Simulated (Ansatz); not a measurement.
Run times of several calculations on SiO2 with Hf replacing Si

SiO2 with Hf replacing Si, neutral cell. Cell: 24 atoms, space group P1, a = 6.933 Å, b = 13.867 Å, c = 6.933 Å, α = 85.08°, β = 109.96°, γ = 138.11°.

All runs are DFT with Ansatz 0.2.0 on 1 thread of Arm Neoverse V1 (aarch64; 8 cores open to the job, memory cap 3.0 GiB, no GPU), a shared host.

(1) Rank the runs by wall time, shortest first.
A. relaxation of the ions, PBE, 420 eV, 4×2×3 k-points, smearing 0.01 eV
B. single point at relaxed positions, r2SCAN, 500 eV, 4×2×3 k-points, smearing 0.01 eV
C. single point, PBE, 420 eV, 4×2×3 k-points, smearing 0.01 eV

Answers

(1) C (1.7 min, 0.85 GiB), B (3.9 min, 2 GiB), A (11 min, 0.97 GiB).
